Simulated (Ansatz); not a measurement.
**Ideal shear of a crystal plane in C**

Level of theory: DFT PBE+D3(BJ), scalar-relativistic, plane waves, PAW (Ansatz). The runs took a 420 eV cutoff, a Γ-centred 22×22×4 mesh and Gaussian smearing (0.15 eV). No spin polarisation. Energies are free energies at this smearing, counted from the undisturbed cell; pressure is positive in compression.

The undisturbed cell (relaxed at this level):

```
C
1.0
    -1.23249   -2.13474    0.00000
     1.23249   -2.13474    0.00000
     0.00000    0.00000   13.47687
C
8
Direct
  0.00000 0.00000 0.87495
  0.00000 0.00000 0.37495
  0.00000 0.00000 0.12495
  0.00000 0.00000 0.62495
  0.66667 0.66667 0.87495
  0.66667 0.66667 0.37495
  0.33333 0.33333 0.12495
  0.33333 0.33333 0.62495
```

The cut lies on the cell's a–b face, a (0 0 1) plane (indices in the standard cell, whose axes needn't be the Cartesian ones shown) of area 5.26 Å², between layers 3.37 Å apart. Vector c is tilted by f times 1·a + 0·b (length 2.465 Å) with the atoms' Cartesian places fixed: one unrelaxed fault a cell. The traction is dγ/du, the slope of γ against the slip u in Å. Some rows repeat others by symmetry and weren't run.

| f | γ (mJ/m²) | traction (GPa) |
| --- | --- | --- |
| 0.0000 | 0 | 0.0 |
| 0.1000 | 3 | 0.2 |
| 0.2000 | 12 | 0.4 |
| 0.3000 | 22 | 0.4 |
| 0.4000 | 30 | 0.3 |
| 0.5000 | 34 | 0.0 |
| 0.6000 | 30 | -0.3 |
| 0.7000 | 22 | -0.4 |
| 0.8000 | 12 | -0.4 |
| 0.9000 | 3 | -0.2 |

**Question.** Read off the first barrier and the stress needed to climb it, and compare with Frenkel's sinusoid.

**Answer.** The first sampled maximum lies at f = 0.500, a slip of 1.23 Å, with γ ≈ 34 mJ/m², which stands in for the unstable fault energy γ_us, and the steepest sampled slope before it is 0.4 GPa. A sinusoid γ = γ_us sin²(πu/λ) with its maximum there has λ = 2.46 Å and a largest slope πγ_us/λ = 0.4 GPa (1 mJ/m² per Å = 0.01 GPa). The stand-in is too high: the stress and forces give a traction of 0.9 GPa across the line at this point, so it is no saddle, and slip that bends off the line crosses lower.

**Question.** Is there a metastable fault on this line?

**Answer.** Apart from points where γ returns to about zero, no local minimum shows among the samples, so at this sampling the line offers no fault for a dislocation to split on; a fault can still lie off the line.

The cut is rigid; relaxing the faces lowers these energies and usually the stresses.

Cost: 6 runs of about 7.6 core-minutes in all, on Arm Neoverse V1 (shared hosts).